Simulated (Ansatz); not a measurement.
The system is Y.

```
CELL_PARAMETERS angstrom
3.64740 0.00000 0.00000
-1.82370 3.15874 0.00000
0.00000 0.00000 5.73060
ATOMIC_POSITIONS crystal
Y 0.66667 0.33333 0.75000
Y 0.33333 0.66667 0.25000
```

| Property | Result |
| --- | --- |
| Program | Ansatz 0.2.0 |
| Task | relaxation of cell and atoms |
| Functional | PBEsol |
| Potentials or basis | Ansatz PAW |
| Cutoff | 420 eV (not typed: the program's choice for these potentials) |
| k mesh | 8 × 8 × 5 |
| Occupations | fermi-dirac, width 0.05 eV |
| Spin | no spin polarisation |

At the start: volume 33.01 Å³/atom.

Question: Where does the relaxation end?

Answer: It ends after 3 steps and the volume is 31.33 Å³/atom (-5.1 %); space group P6_3/mmc (No. 194, to 0.05 Å).

Step by step:
```
step  energy change (eV)  largest force (eV/Å)  volume (Å³)
   1              0.0000                0.0000        66.02
   2             -0.0224                0.0000        62.66
   3             -0.0223                0.0000        62.66
```

Final structure:
```xyz
2
Lattice="3.5917 0.0000 0.0000 -1.7959 3.1105 0.0000 0.0000 0.0000 5.6090" Properties=species:S:1:pos:R:3 pbc="T T T"
Y     1.7959    1.0368    4.2068
Y     0.0000    2.0737    1.4023
```

Caveat: the plane-wave basis is chosen anew once the cell has moved, so the energies of steps on either side of that aren't comparable; the PAW data sets come from PBE, with cores solved anew for the run's functional, which leaves a small shift of forces and pressure.
